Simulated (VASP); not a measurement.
# GaP (F-43m) in VASP: settings compared

The runs below take GaP through elastic constants, density of states, with PBEsol, MS2.

Everything below comes from runs of VASP 6.6.1. Logs are shortened: lines on timing, memory, paths and dates and some standing lists are left out, and cuts for length are marked.

**1. Starting point**

The structure is cubic, space group F-43m (No. 216). The conventional cell has a = 5.451 Å, b = 5.451 Å, c = 5.451 Å, α = 90.00°, β = 90.00°, γ = 90.00°. Ga (site symmetry -43m) is surrounded by 4 P at 2.36 Å. P (site symmetry -43m) is surrounded by 4 Ga at 2.36 Å.

**2. Elastic constants, PBEsol**

The input, POSCAR:

```
GaP
1.0
    0.0000000000      2.7252500000      2.7252500000
    2.7252500000      0.0000000000      2.7252500000
    2.7252500000      2.7252500000      0.0000000000
Ga P
1 1
Direct
    0.0000000000      0.0000000000      0.0000000000
    0.7500000000      0.7500000000      0.7500000000
```

The input, INCAR.step1:

```
  PREC = Accurate
  ENCUT = 600
  EDIFF = 1E-8
  ISMEAR = -1
  SIGMA = 0.05
  LREAL = F
  LASPH = T
  NELM = 80
  ALGO = Fast
  ISIF = 3
  LWAVE = F
  LCHARG = F
  GGA = PS
  IBRION = 2
  NSW = 40
  EDIFFG = -0.002
```

The input, INCAR.step2:

```
  PREC = Accurate
  ENCUT = 600
  EDIFF = 1E-8
  ISMEAR = -1
  SIGMA = 0.05
  LREAL = F
  LASPH = T
  NELM = 80
  ALGO = Fast
  ISIF = 3
  LWAVE = F
  LCHARG = F
  GGA = PS
  IBRION = 6
  NFREE = 2
  POTIM = 0.015
  NSW = 1
```

The input, KPOINTS:

```
regular mesh
0
Gamma
  6 6 6
```

Potentials or basis: VASP PAW PBE potentials, release 64 (Ga_d, P).

Run with:

```sh
cat potpaw_PBE.64/Ga_d/POTCAR potpaw_PBE.64/P/POTCAR > POTCAR
cp INCAR.step1 INCAR
mpirun -np 1 vasp_std > vasp.out
cp CONTCAR POSCAR
cp INCAR.step2 INCAR
mpirun -np 1 vasp_std > vasp.out
```

OUTCAR:

```text
PREC = Accurate
   ENCUT = 600
   EDIFF = 1E-8
   ISMEAR = -1
   LREAL = F
   LASPH = T
   NELM = 80
   ISIF = 3
   GGA = PS
   IBRION = 6
   NFREE = 2
   POTIM = 0.015
   NSW = 1

 ion  position               nearest neighbor table
   1  0.000  0.000  0.000-   2 2.35   2 2.35   2 2.35   2 2.35
   2  0.750  0.750  0.750-   1 2.35   1 2.35   1 2.35   1 2.35

  LATTYP: Found a face centered cubic cell.
 ALAT       =     5.4372921442

  Lattice vectors:

 A1 = (   0.0000000000,   2.7186460721,   2.7186460721)
 A2 = (   2.7186460721,   0.0000000000,   2.7186460721)
 A3 = (   2.7186460721,   2.7186460721,   0.0000000000)

Analysis of symmetry for initial positions (statically):
=====================================================================
 Subroutine PRICEL returns:
 Original cell was already a primitive cell.

 Routine SETGRP: Setting up the symmetry group for a
 face centered cubic supercell.

 Subroutine GETGRP returns: Found 24 space group operations
 (whereof 24 operations were pure point group operations)
 out of a pool of 48 trial point group operations.

The static configuration has the point symmetry T_d .

Analysis of symmetry for dynamics (positions and initial velocities):
=====================================================================
 Subroutine PRICEL returns:
 Original cell was already a primitive cell.

 Routine SETGRP: Setting up the symmetry group for a
 face centered cubic supercell.

 Subroutine GETGRP returns: Found 24 space group operations
 (whereof 24 operations were pure point group operations)
 out of a pool of 48 trial point group operations.

The dynamic configuration has the point symmetry T_d .

 Subroutine INISYM returns: Found 24 space group operations
 (whereof 24 operations are pure point group operations),
 and found     1 'primitive' translations

----------------------------------------------------------------------------------------

                                     Primitive cell

  volume of cell :      40.1872

  direct lattice vectors                    reciprocal lattice vectors
     0.000000000  2.718646072  2.718646072    -0.183915076  0.183915076  0.183915076
     2.718646072  0.000000000  2.718646072     0.183915076 -0.183915076  0.183915076
     2.718646072  2.718646072  0.000000000     0.183915076  0.183915076 -0.183915076

  length of vectors
     3.844746146  3.844746146  3.844746146     0.318550257  0.318550257  0.318550257

  position of ions in fractional coordinates (direct lattice)
     0.000000000  0.000000000  0.000000000
     0.750000000  0.750000000  0.750000000

  ion indices of the primitive-cell ions
   primitive index   ion index
                 1           1
                 2           2

----------------------------------------------------------------------------------------

 KPOINTS: regular mesh

Automatic generation of k-mesh.
 Grid dimensions read from file:
 generate k-points for:    6    6    6

 Generating k-lattice:

  Cartesian coordinates                     Fractional coordinates (reciprocal lattice)
    -0.030652513  0.030652513  0.030652513     0.166666667  0.000000000  0.000000000
     0.030652513 -0.030652513  0.030652513     0.000000000  0.166666667  0.000000000
     0.030652513  0.030652513 -0.030652513     0.000000000  0.000000000  0.166666667

  Length of vectors
     0.053091709  0.053091709  0.053091709

  Shift w.r.t. Gamma in fractional coordinates (k-lattice)
     0.000000000  0.000000000  0.000000000

 Subroutine IBZKPT returns following result:
 ===========================================

 Found     16 irreducible k-points:

 Following reciprocal coordinates:
            Coordinates               Weight
[... 203 lines left out ...]
      5      -9.9390      2.00000
      6      -7.9695      2.00000
      7       4.4409      2.00000
      8       4.5266      2.00000
      9       4.5266      2.00000
     10       6.1825      0.00000
     11       8.3125      0.00000
     12       8.3125      0.00000
     13       8.3448      0.00000
[... 354 lines left out ...]
  band No.  band energies     occupation
      1     -10.1397      2.00000
      2      -9.9887      2.00000
      3      -9.9827      2.00000
      4      -9.9658      2.00000
      5      -9.9225      2.00000
      6      -5.3282      2.00000
      7      -1.7476      2.00000
      8       1.1596      2.00000
      9       2.0817      2.00000
     10       6.4050      0.00000
     11       7.8918      0.00000
     12      12.3690      0.00000
     13      12.9040      0.00000

 [... further k-points ...]

[... ionic steps 4 to 14 ...]

--------------------------------------- Ionic step       15  -------------------------------------------

 number of electron      18.0000002 magnetization

------------------------ aborting loop because EDIFF is reached ----------------------------------------
[... 67 lines left out ...]
--------------------------------------- Ionic step       17  -------------------------------------------

 number of electron      18.0000005 magnetization

 Free energy of the ion-electron system (eV)
  ---------------------------------------------------
  ext. energy  EPLUGINS =         0.00000000
  ---------------------------------------------------
  free energy    TOTEN  =        -9.90506684 eV

  energy without entropy =       -9.90506682  energy(sigma->0) =       -9.90506683

 E-fermi :   5.3969     XC(G=0): -10.0515

 val. band max:        4.6953911674   @ k =   0.0000   0.0000   0.0000
 cond. band min:       6.1401526309   @ k =   0.0000   0.5000   0.5000
 fundamental gap:      1.4447614635
 Fermi energy:         5.3968747017

 k-point     1 :       0.0000    0.0000    0.0000
  band No.  band energies     occupation
      1      -9.9143      2.00000
      2      -9.9123      2.00000
      3      -9.9099      2.00000
      4      -9.8093      2.00000
      5      -9.8093      2.00000
      6      -7.9305      2.00000
      7       4.6037      2.00000
      8       4.6506      2.00000
      9       4.6954      2.00000
     10       6.4586      0.00000
     11       8.4448      0.00000
     12       8.4696      0.00000
     13       8.4967      0.00000
[... 354 lines left out ...]
  band No.  band energies     occupation
      1      -9.9999      2.00000
      2      -9.8821      2.00000
      3      -9.8730      2.00000
      4      -9.8141      2.00000
      5      -9.7993      2.00000
      6      -5.6644      2.00000
      7      -1.7863      2.00000
      8       2.0042      2.00000
      9       3.0184      2.00000
     10       7.3393      0.00000
     11       9.2852      0.00000
     12      10.4416      0.00000
     13      11.8571      0.00000

 [... further k-points ...]
[... 5 lines left out ...]
  --------------------------------------------------------------------------------------
  -------------------------------------------------------------------------------------
  Total        0.0029741      0.0054344      0.0054344      0.0000000     -0.1131570      0.0000000
  in kB        0.1185699      0.2166587      0.2166587      0.0000000     -4.5113250      0.0000000
  external PRESSURE =       0.1839624 kB  Pullay stress =       0.0000000 kB
[... 17 lines left out ...]
  FREE ENERGIE OF THE ION-ELECTRON SYSTEM (eV)
  ---------------------------------------------------
  free  energy   TOTEN  =        -9.9050668398 eV

  energy  without entropy=       -9.9050668210  energy(sigma->0) =       -9.90506683

 INTERNAL STRAIN TENSORS FROM STRAINED CELLS
 ============================================

 INTERNAL STRAIN TENSOR FOR ION    1 for displacements in x,y,z  (eV/Angst):
          X           Y           Z          XY          YZ          ZX
  --------------------------------------------------------------------------------
  x    -0.00000     0.00000    -0.00000     0.00000    -7.57354     0.00000
  y     0.00000     0.00000    -0.00000     0.00000     0.00000    -7.57363
  z     0.00000     0.00000     0.00000    -7.57530    -0.00000     0.00000

 INTERNAL STRAIN TENSORS FROM DISPLACED ATOMS
 ============================================

 INTERNAL STRAIN TENSOR FOR ION    1 for displacements in x,y,z  (eV/Angst):
          X           Y           Z          XY          YZ          ZX
  --------------------------------------------------------------------------------
  x     0.00000    -0.00000    -0.00000     0.00000    -7.56780     0.00000
  y     0.00000     0.00000     0.00000     0.00000     0.00000    -7.56780
  z    -0.00000    -0.00000     0.00000    -7.56780     0.00000     0.00000

 INTERNAL STRAIN TENSOR FOR ION    2 for displacements in x,y,z  (eV/Angst):
          X           Y           Z          XY          YZ          ZX
  --------------------------------------------------------------------------------
  x     0.00000    -0.00000    -0.00000     0.00000     7.55486     0.00000
  y     0.00000     0.00000     0.00000     0.00000     0.00000     7.55486
  z    -0.00000    -0.00000     0.00000     7.55486     0.00000     0.00000

 Eigenvectors and eigenvalues of the dynamical matrix
 ----------------------------------------------------

   1 f  =   10.681416 THz    67.113317 2PiTHz  356.293692 cm-1    44.174768 meV
             X         Y         Z           dx          dy          dz
      0.000000  0.000000  0.000000    -0.000000   -0.554898    0.000000
      4.077969  4.077969  4.077969     0.000000    0.831919    0.000000
[... 21 lines left out ...]
   6 f/i=    0.003649 THz     0.022925 2PiTHz    0.121704 cm-1     0.015089 meV
             X         Y         Z           dx          dy          dz
      0.000000  0.000000  0.000000     0.619918   -0.481048    0.276375
      4.077969  4.077969  4.077969     0.413491   -0.320864    0.184345

--------------------------------------------------------------------------------------------------------

 ELASTIC MODULI CONTR FROM IONIC RELAXATION (kBar)
 Direction    XX          YY          ZZ          XY          YZ          ZX
 --------------------------------------------------------------------------------
 XX          -0.0000      0.0000      0.0000     -0.0000      0.0000      0.0000
 YY           0.0000     -0.0000     -0.0000     -0.0000     -0.0000      0.0000
 ZZ           0.0000     -0.0000     -0.0000      0.0000     -0.0000      0.0000
 XY          -0.0000     -0.0000      0.0000   -227.6053     -0.0000      0.0000
 YZ           0.0000     -0.0000     -0.0000     -0.0000   -227.6053     -0.0000
 ZX           0.0000      0.0000      0.0000      0.0000     -0.0000   -227.6053
 --------------------------------------------------------------------------------

 TOTAL ELASTIC MODULI (kBar)
 Direction    XX          YY          ZZ          XY          YZ          ZX
 --------------------------------------------------------------------------------
 XX        1346.6210    597.3407    597.3407      0.0000      0.0000      0.0000
 YY         597.3407   1346.6210    597.3407      0.0000      0.0000     -0.0000
 ZZ         597.3407    597.3407   1346.6210     -0.0000     -0.0000     -0.0000
 XY           0.0000      0.0000     -0.0000    677.9339     -0.0000      0.0000
 YZ           0.0000      0.0000     -0.0000     -0.0000    677.9339     -0.0000
 ZX           0.0000     -0.0000     -0.0000      0.0000     -0.0000    677.9339
 --------------------------------------------------------------------------------
```

It took 6.2 min on 1 thread of Intel Xeon Platinum 8488C (Sapphire Rapids), shared host; peak memory 0.24 GiB.

What came out:

- Relaxed volume: 20.09 Å³/atom
- Relaxed cell: a = 3.845 Å, b = 3.845 Å, c = 3.845 Å, α = 60.00°, β = 60.00°, γ = 60.00°
- Space group after relaxing (to 0.05 Å): F-43m (No. 216)
- Elastic constants C11, C12, C44: 135, 60, 68 GPa
- Voigt bulk modulus: 85 GPa
- Highest phonon frequency at Γ, LO-TO splitting left out: 356 cm⁻¹

Step by step:
```tsv
step	energy change (eV)	largest force (eV/Å)	pressure (GPa)	volume (Å³)
1	0.0000	0.0000	-0.58	40.48
2	-0.0004	0.0000	0.31	40.05
3	-0.0006	0.0000	0.01	40.19
```

Final structure:
```
Ga P
1.0
     0.00000    2.71865    2.71865
     2.71865    0.00000    2.71865
     2.71865    2.71865    0.00000
Ga P
1 1
Direct
  0.00000 0.00000 0.00000
  0.75000 0.75000 0.75000
```

Phonon frequencies in cm⁻¹ (negative: imaginary):
| q point | frequencies |
| --- | --- |
| (0.000, 0.000, 0.000) | 0 0 0 356 356 356 |

Elastic tensor in Voigt notation (GPa, in the Cartesian axes of the cell as first typed):
```
135  60  60   0   0   0
 60 135  60   0   0   0
 60  60 135   0   0   0
  0   0   0  68   0   0
  0   0   0   0  68   0
  0   0   0   0   0  68
```

Clamped-ion elastic tensor (GPa):
```
135  60  60   0   0   0
 60 135  60   0   0   0
 60  60 135   0   0   0
  0   0   0  91   0   0
  0   0   0   0  91   0
  0   0   0   0   0  91
```

Caveat: the PAW data sets were made with another functional, which shifts forces and pressure a little.

**3. Density of states, MS2**

The input, run.py:

```python
from ase import Atoms
from ase.calculators.vasp import Vasp
from ase.dft.dos import DOS

atoms = Atoms(
    ['Ga', 'P'],
    cell=[[0.0, 2.72525, 2.72525], [2.72525, 0.0, 2.72525], [2.72525, 2.72525, 0.0]],
    scaled_positions=[[0.0, 0.0, 0.0], [0.75, 0.75, 0.75]],
    pbc=True,
)
calc = Vasp(
    directory='calc',
    xc='ms2',
    pp='PBE',
    setups='recommended',
    prec='Accurate',
    encut=600,
    ediff=1e-06,
    ismear=-5,
    sigma=0.3,
    lreal=False,
    lasph=True,
    nelm=80,
    algo='Normal',
    isif=2,
    lwave=False,
    lcharg=False,
    lmixtau=True,
    lorbit=11,
    kpts=[8, 8, 8],
    gamma=True,
    nbands=16,
)
atoms.calc = calc

print('energy (eV):', atoms.get_potential_energy())
print('free energy (eV):', atoms.get_potential_energy(force_consistent=True))
print('forces (eV/A):')
print(atoms.get_forces())
print('stress (eV/A^3, Voigt):', atoms.get_stress())
print('Fermi level (eV):', calc.get_fermi_level())
dos = DOS(calc, width=0.1, window=(-10, 10), npts=301)
print('E - E_F (eV), DOS (1/eV)')
for e, g in zip(dos.get_energies(), dos.get_dos()):
    print(f'{e:8.3f} {g:10.4f}')
```

Potentials or basis: VASP PAW PBE potentials, release 64 (Ga_d, P).

Run with:

```sh
python run.py
```

Run time: 55 s. Hardware: 1 thread of Intel Xeon 6975P-C (Granite Rapids), shared host; peak memory 0.18 GiB.

It converged, with:

```
Free energy                                           : -14.9898 eV
Pressure                                              : -0.9 GPa
Band gap on the k mesh                                : 1.92 eV, indirect (least direct gap 2.41 eV)
Valence electrons inside the program's atomic spheres : Ga 11.72; P 2.54
```

Levels at points of the mesh, in eV from the valence-band top:
```
           k point  band 6  band 7  band 8  band 9  band 10  band 11  band 12  band 13
(0.00, 0.00, 0.00)  -12.83    0.00    0.00    0.00     2.41     4.33     4.33     4.33
(0.50, 0.00, 0.00)  -10.71   -6.66   -1.12   -1.12     2.13     5.15     5.15     8.55
(0.50, 0.50, 0.00)   -9.82   -6.77   -2.68   -2.68     1.92     2.20    11.39    11.39
```

States per cell in windows of 1 eV (zero at the valence-band top; states under -8 eV left out):
```
from (eV)  total  P2_p  Ga1_p  Ga1_s  Ga1_d  P2_s  P2_d
     -8.0   0.00  0.00   0.00   0.00   0.00  0.00  0.00
     -7.0   1.02  0.16   0.04   0.35   0.01  0.04  0.00
     -6.0   0.49  0.08   0.03   0.13   0.01  0.04  0.00
     -5.0   0.24  0.04   0.02   0.05   0.01  0.02  0.00
     -4.0   1.12  0.27   0.18   0.05   0.02  0.02  0.00
     -3.0   1.44  0.40   0.25   0.03   0.03  0.01  0.00
     -2.0   1.34  0.43   0.23   0.01   0.05  0.01  0.00
     -1.0   0.40  0.14   0.06   0.00   0.02  0.00  0.00
      0.0   0.00  0.00   0.00   0.00   0.00  0.00  0.00
      1.0   0.00  0.00   0.00   0.00   0.00  0.00  0.00
      2.0   0.61  0.04   0.05   0.08   0.03  0.04  0.00
      3.0   1.56  0.17   0.13   0.24   0.07  0.08  0.00
      4.0   1.02  0.10   0.16   0.07   0.04  0.04  0.00
      5.0   1.41  0.16   0.26   0.06   0.07  0.02  0.00
      6.0   1.38  0.17   0.26   0.05   0.07  0.03  0.00
      7.0   0.78  0.11   0.14   0.02   0.05  0.02  0.00
```

Caveat: the PAW data sets were made with another functional, which shifts forces and pressure a little.

**4. The reference run**

An earlier run on the cell as given: functional PBE; potentials or basis VASP PAW PBE potentials, release 64 (Ga_d, P); cutoff 520 eV; k mesh 8 × 8 × 8; occupations fermi-dirac, width 0.05 eV; no spin polarisation.

* Pressure: 2.5 GPa
* Band gap on the k mesh: 1.64 eV, indirect (least direct gap 1.83 eV)

**5. Summary**

```tsv
task	level	cell	k mesh	cutoff (eV)	smearing	ions in elastic constants	other keys	gap on the mesh (eV)	pressure (GPa)
elastic constants	PBEsol	relaxed	6 × 6 × 6	600	fermi-dirac 0.05 eV	relaxed	-	-	-
density of states	MS2	as given	8 × 8 × 8	600	tetrahedron	-	ENCUT = 600; ISMEAR = -5; SIGMA = 0.3	1.92	-0.9
single point	PBE	as given	8 × 8 × 8	520	fermi-dirac 0.05 eV	-	-	1.64	2.5
```

Alike in all rows: potentials or basis VASP PAW PBE potentials, release 64 (Ga_d, P); no spin polarisation.

Caveats: the PAW data sets were made with another functional, which shifts forces and pressure a little (some runs).

Total energies depend on the potentials used, so only differences within one code and one set of settings carry meaning.
